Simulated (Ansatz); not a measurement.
**MoS2: a single-point run**

The task is a single-point run on MoS2. The structure is shown as the input types it. The cell is built on a prototype (CdCl2 type) and needn't be the phase found in nature.

Computed with Ansatz 0.2.0 (density functional or hybrid calculation with the settings of its input, plane waves (as first typed), unless a step's input says otherwise).

7 further runs of the same task are left out: 1 for a known fault of the program, 6 that didn't finish.

## (1) The starting structure

Symmetry: R-3m, No. 166, trigonal system. The conventional cell has a = 3.193 Å, b = 3.193 Å, c = 18.232 Å, α = 90.00°, β = 90.00°, γ = 120.00°. Around Mo (site symmetry -3m) lie 6 S at 2.42 Å. Around S (site symmetry 3m) lie 3 Mo at 2.42 Å.

Coordinates:

```cif
data_structure
_symmetry_space_group_name_H-M 'R-3m:H'
_symmetry_Int_Tables_number 166
_cell_length_a 3.1931
_cell_length_b 3.1931
_cell_length_c 18.2317
_cell_angle_alpha 90.000
_cell_angle_beta 90.000
_cell_angle_gamma 120.000
_cell_volume 160.98
loop_
_atom_site_label
_atom_site_type_symbol
_atom_site_symmetry_multiplicity
_atom_site_Wyckoff_symbol
_atom_site_fract_x
_atom_site_fract_y
_atom_site_fract_z
_atom_site_occupancy
Mo1 Mo 3 a 0.00000 0.00000 0.00000 1
S1 S 6 c 0.33333 0.66667 0.91409 1
```

## (2) The calculation

File input.yaml:

```yaml
crystal:
  lattice:
    - [1.5965300421, 0.9217570496, 6.0772315024]
    - [-1.5965300421, 0.9217570496, 6.0772315024]
    - [0.0, -1.8435140992, 6.0772315024]
  atoms:
    - { symbol: Mo, position: [0.0, 0.0, 0.0] }
    - { symbol: S, position: [0.2474267352, 0.2474267352, 0.2474267352] }
    - { symbol: S, position: [0.7525732648, 0.7525732648, 0.7525732648] }
kpoints:
  mp_grid: { grid: [6, 6, 6] }
hamiltonian:
  xc: pbe
scf:
  occupations: { method: fermi_dirac, width: 0.02 }
  n_extra_bands: 4
  max_iter: 66
output:
  forces: true
  stress: true
  eigenvalues: true
basis:
  ecutwfc: 160
```

Command:

```
$ ansatz run input.yaml --threads 4 --pin off --max-ram 3686MiB --backend cpu --events-out ev --progress --plain --runs-dir out
```

**Question.** How will this run end, and is anything wrong with its input?

This run ends as converged, with warnings (cutoff below recommended). Its log warns: «basis.ecutwfc = 160 eV is below the records' recommended 420 eV ...»

Look at the input: basis.ecutwfc is 160. The basis cutoff is far too low: the plane waves can't represent the orbitals near the cores. The potentials' recommended cutoff is 420 eV.

The test: delete basis.ecutwfc (the default then holds).
